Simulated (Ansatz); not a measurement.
**Na7NbO6 — electric field gradients**

The cell is a Materials Project structure (computed, not necessarily an observed phase), atoms as given.

Space group R3:H (No. 146); a = 6.4791, c = 15.7155 Å, γ = 120.00°.

```csv
site,Wyckoff,site symmetry,x,y,z
Na1,9b,1,0.7331,0.6759,0.5570
Na2,9b,1,0.3148,0.3910,0.4377
Na5,3a,3.,0.0000,0.0000,0.3429
Nb,3a,3.,0.0000,0.0000,0.9966
O9,9b,1,0.7042,0.6205,0.4048
O10,9b,1,0.3369,0.4079,0.5903
```

One atom of each set is listed; the run and its k-mesh use a cell of 14 atoms with edges of 6.44, 6.44, 6.44 Å.

Method: Kohn–Sham DFT in Ansatz, r2SCAN, plane waves and PAW, scalar-relativistic, 500 eV cutoff, Γ-centred 4×4×4 k-points, Fermi–Dirac smearing 0.02 eV.

Conventions: |V_zz| ≥ |V_yy| ≥ |V_xx|, η = (V_xx − V_yy)/V_zz, C_Q = eQV_zz/h.

23Na: I = 3/2, Q = 104.0 mb; ⁹³Nb: I = 9/2, Q = -320.0 mb; 17O: I = 5/2, Q = -25.58 mb. Nuclear quadrupole moments: year-2017 set (Pyykkö).

```csv
site,atoms,first shell,"V_xx, V_yy, V_zz (10²¹ V/m²)",η,C_Q (MHz)
Na1,3,4 O at 2.29–2.41 Å; also 1 O at 2.97 Å,"0.18, 1.69, -1.87",0.81,-4.71
Na2,3,4 O at 2.26–2.40 Å; also 1 O at 2.97 Å,"0.29, 1.32, -1.61",0.64,-4.06
Na5,1,6 O at 2.44–2.77 Å; also 6 Na at 2.76–2.77 Å,"-0.77, -0.77, 1.53",0.00,3.86
Nb,1,6 O at 2.04–2.11 Å,"-0.97, -0.97, 1.94",0.00,-15.0
O9,3,"1 Nb at 2.11 Å, 5 Na at 2.26–2.44 Å","-0.073, -2.16, 2.23",0.93,-1.38
O10,3,"1 Nb at 2.04 Å, 4 Na at 2.29–2.40 Å","-0.17, -1.15, 1.32",0.74,-0.818
```

An axis of threefold or higher order runs through Na5 and Nb, so V_zz lies along it and η is zero.

The largest force is 0.5 eV/Å, so the atoms aren't at the calculated equilibrium and relaxing them would move these values. Without spin–orbit coupling (the program notes it for Nb) the gradients are little affected as a rule: paired runs on crystals with a gap mostly move them by under 2 % at such atoms. Where η is near 1 the sign of V_zz means little.

Hardware: 1 thread of Arm Neoverse V1 (aarch64; 8 cores open to the job, memory cap 2.5 GiB, no GPU), a shared host with a load of 0.5 a core. Wall time 51 s, CPU time 51 s, peak memory 0.89 GiB.
